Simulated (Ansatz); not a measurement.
# Si2Mo: the cost of one run

Computed with Ansatz 0.2.0 (DFT PBE, scalar-relativistic, plane waves, PAW, unless a step's input says otherwise).

**1. The structure to begin with**

It takes space group Pmmm (No. 47, orthorhombic). The conventional cell has a = 4.610 Å, b = 4.680 Å, c = 4.920 Å, α = 90.00°, β = 90.00°, γ = 90.00°. Around Si (site symmetry m) lie 2 Si at 1.48 to 1.53 Å and 2 Mo at 1.51 Å. Around Mo (site symmetry m2m) lie 4 Si at 1.51 Å.

As a file:

```
CELL_PARAMETERS angstrom
4.60984 0.00000 0.00000
0.00000 4.67995 0.00000
0.00000 0.00000 4.91974
ATOMIC_POSITIONS crystal
Si 0.16624 0.50000 0.65038
Si 0.83376 0.50000 0.65038
Si 0.83376 0.50000 0.34962
Si 0.16624 0.50000 0.34962
Mo 0.00000 0.72837 0.50000
Mo 0.00000 0.27163 0.50000
```

A structure generator made this guess: random cell by space group and Wyckoff sites (Pmmm, No. 47). The dimensions are guesses.

**2. Probe: one point on a coarse mesh**

input.yaml reads:

```yaml
crystal:
  lattice:
    - [4.60984427, 0.0, 0.0]
    - [0.0, 4.67994918, 0.0]
    - [0.0, 0.0, 4.91974032]
  atoms:
    - { symbol: Si, position: [0.16623955, 0.5, 0.65038362] }
    - { symbol: Si, position: [0.83376045, 0.5, 0.65038362] }
    - { symbol: Si, position: [0.83376045, 0.5, 0.34961638] }
    - { symbol: Si, position: [0.16623955, 0.5, 0.34961638] }
    - { symbol: Mo, position: [0.0, 0.72836789, 0.5] }
    - { symbol: Mo, position: [0.0, 0.27163211, 0.5] }
basis:
  ecutwfc: 420
kpoints:
  mp_grid: { grid: [4, 4, 4] }
hamiltonian:
  xc: pbe
scf:
  occupations: { method: gaussian, width: 0.1 }
  lower_state_search: "off"
output:
  forces: true
  stress: true
  eigenvalues: true
```

Run with:

```
ansatz run input.yaml --threads 1 --pin off --max-ram 2560MiB --backend cpu --events-out ev --progress --plain --runs-dir out
```

What time and memory should one allow on 1 thread of Arm Neoverse V2, shared host?

About 7.8 s, with a peak of 0.36 GiB.
